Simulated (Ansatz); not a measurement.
# SnO2: the band gap up the ladder of functionals

One table from this session's results is given with a row withheld; the runs are named, their logs left out.

Program: Ansatz 0.2.0. PAW datasets, plane waves. The cell comes from a prototype generator: it can be a known phase or a hypothetical one. Spin polarisation is off.

## The system as given

The cell was relaxed beforehand with r2SCAN.

The sheet's in-plane cell has a = 3.062 Å, b = 3.062 Å (γ = 120.0°), and its outermost atoms lie 2.41 Å apart along the normal. Sn has 6 O at 2.14 Å; O has 3 Sn at 2.14 Å and 1 O at 2.41 Å.

Coordinates:

```xyz
3
Lattice="3.0621 0.0000 0.0000 -1.5311 2.6519 0.0000 0.0000 0.0000 28.8864" Properties=species:S:1:pos:R:3 pbc="T T F"
Sn    0.0000    1.7679    9.0000
O     1.5311    0.8840   10.2075
O     1.5311    0.8840    7.7925
```
The sheet repeats along a and b alone.

The first run:

Contents of input.yaml:

```yaml
crystal:
  lattice:
    - [3.0621037128, 0.0, 0.0]
    - [-1.5310518564, 2.6518596043, 0.0]
    - [0.0, 0.0, 28.8864204808]
  atoms:
    - { symbol: Sn, position: [0.3333333333, 0.6666666667, 0.3115650832] }
    - { symbol: O, position: [0.6666666667, 0.3333333333, 0.3533665693] }
    - { symbol: O, position: [0.6666666667, 0.3333333333, 0.2697635971] }
  periodic: [true, true, false]
kpoints:
  mp_grid: { grid: [12, 12, 1] }
  band_path:
    path:
      - [0, 0, 0]
      - [0.5, 0, 0]
      - [0.3333333333333, 0.3333333333333, 0]
      - [0, 0, 0]
    npoints: 10
hamiltonian:
  xc: pbe
scf:
  occupations: { method: fermi_dirac, width: 0.02 }
  n_extra_bands: 4
output:
  forces: true
  stress: true
  eigenvalues: true
```

Command:

```sh
ansatz run input.yaml --threads 1 --pin off --max-ram 29491MiB --backend cpu --events-out ev --progress --plain --runs-dir out
```

Among the steps run: PBE bands along the symmetry lines; Single point with r2SCAN; HSE06 at the same geometry; Single point with PBE+SOC; PBE0 at the same geometry; Single point with LDA; Single point with HSE06+SOC; LC-ωPBE at the same geometry; Single point with r2SCAN0.

One of the session's tables, all rows but one given; the rest of the session is left out.

| level | gap (eV) |
| --- | --- |
| PBE | 0.67 |
| r2SCAN | 1.04 |
| HSE06 | 1.97 |
| PBE+SOC | 0.67 |
| PBE0 | 2.71 |
| LDA | 0.57 |
| HSE06+SOC | ? |
| LC-ωPBE | 7.34 |
| r2SCAN0 | 3.00 |

Q: Estimate the row for HSE06+SOC from the others.

The run gave: gap (eV): 1.98. In the column «gap (eV)» it lies between HSE06 (1.97) and PBE0 (2.71).

Meshes: PBE 12×12×1, r2SCAN 12×12×1, HSE06 6×6×1, PBE+SOC 12×12×1, PBE0 6×6×1, LDA 12×12×1, HSE06+SOC 6×6×1, LC-ωPBE 6×6×1, r2SCAN0 6×6×1.

PBE reaches 34 % of the HSE06 value, and r2SCAN 53 %. PBE0 lies 0.73 eV above HSE06, which differs from it by screening the long-range exchange.

To keep in mind: Warnings in the runs' records: stress scf threshold loose, stress exchange threshold loose, xc potential rough in thin density.
